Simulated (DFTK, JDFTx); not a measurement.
Given: the input of a run of JDFTx 1.7.0 (patched build) on CoO. The cell is a database's computed one, not the measured one.

Contents of CoO.in:

```
lattice \
    2.8449251281    -2.8449251281     0.0000000000 \
    1.6425182886     1.6425182886    -3.2850365771 \
    4.6107936168     4.6107936168     4.6107936168
coords-type Lattice
ion Co     0.0000000000     0.0000000000     0.0000000000 1
ion O      0.5000000000     0.5000000000     0.5000000000 1

ion-species pseudo/Co.upf
ion-species pseudo/O.upf
elec-cutoff 48 384
elec-ex-corr gga-PBE
kpoint-folding 11 11 11
elec-smearing Fermi 0.0018374661
elec-n-bands 19
spintype z-spin
initial-magnetic-moments Co 2
elec-initial-magnetization 2 no
electronic-SCF nIterations 100 energyDiffThreshold 1e-09
electronic-minimize nIterations 30 energyDiffThreshold 1e-7
converge-empty-states yes
forces-output-coords Cartesian

dump-name run.$VAR
dump End Ecomponents EigStats BandEigs Kpoints Forces Stress
```

Potentials or basis: PseudoDojo-SR-PBE-0.5-standard with smoothed tails.

Run with:

```console
$ jdftx -c 1 -i CoO.in -o CoO.out
```

Question: Set up the same calculation for DFTK 0.8.2. Potentials or basis there: PseudoDojo SR PBE 0.4.1 standard (PBE), cutoff 1306 eV.

Answer: As run (cutoffs and basis follow the program's own potentials, and thresholds, step limits or extra output files can differ):

The input run.jl:

```julia
using DFTK
using PseudoPotentialData
using Unitful, UnitfulAtomic
using LinearAlgebra, Printf
include("save.jl")
disable_threading()

# lattice vectors are the columns
lattice = austrip(1u"Å") * [  1.5054695445  -1.5054695445            0.0;
             0.8691832468   0.8691832468  -1.7383664936;
             2.4399269062   2.4399269062   2.4399269062]
symbols   = [:Co, :O]
positions = [[0.0, 0.0, 0.0],
             [0.5, 0.5, 0.5]]
pseudopotentials = PseudoFamily("dojo.nc.sr.pbe.v0_4_1.standard.upf")
elements = Dict(s => ElementPsp(s, pseudopotentials) for s in unique(symbols))
atoms    = [elements[s] for s in symbols]
magnetic_moments = [2.0, 0.0]

build_model(lattice, positions; symmetries=true) =
    model_DFT(lattice, atoms, positions;
              functionals=PBE(),
              magnetic_moments,
              spin_polarization=:collinear,
              temperature=austrip(0.05u"eV"),
              smearing=Smearing.FermiDirac(),
              symmetries)
Ecut  = 48.0  # hartree
kgrid = [11, 11, 11]
tol   = 1e-6
to_GPa = ustrip(uconvert(u"GPa", 1u"hartree/bohr^3"))

model = build_model(lattice, positions)
basis = PlaneWaveBasis(model; Ecut, kgrid)
display(basis)
scfres = self_consistent_field(basis;
                               tol,
                               ρ=guess_density(basis, magnetic_moments),
                               nbandsalg=AdaptiveBands(model; n_bands_converge=17))
display(scfres.energies)
@printf "Fermi level: %.6f eV\n" ustrip(auconvert(u"eV", something(scfres.εF, NaN)))
forces = compute_forces_cart(scfres)
println("Forces (eV/Å)")
for (s, f) in zip(symbols, forces)
    @printf "%-3s %12.6f %12.6f %12.6f\n" s ustrip.(auconvert.(u"eV/Å", f))...
end
stress = compute_stresses_cart(scfres)
println("Stress (GPa)")
display(round.(stress * to_GPa; digits=4))
@printf "Total moment: %.4f μB\n" sum(spin_density(scfres.ρ)) * scfres.basis.dvol
println("Levels at the first k-point (eV): ", round.(ustrip.(auconvert.(u"eV", scfres.eigenvalues[1][1:scfres.n_bands_converge])); digits=4))
save_scf!(scfres; forces, stress)
```

Potentials or basis: dojo.nc.sr.pbe.v0_4_1.standard.upf (PBE).

Command:

```bash
$ julia --threads=1 run.jl  # save.jl only writes the numbers to a file and isn't shown; printed stress counts tension as positive; times include loading and compiling
```

Both were run:

|  | JDFTx | DFTK |
| --- | --- | --- |
| Pressure | 0.0 GPa | 0.0 GPa |
| Net moment | 2.98 μB per cell | 2.98 μB per cell |
| Absolute moment | 3.01 μB per cell | 3.01 μB per cell |

The magnetic state is the one that the start led to; the real crystal's order can differ.

Pressure is positive in compression.
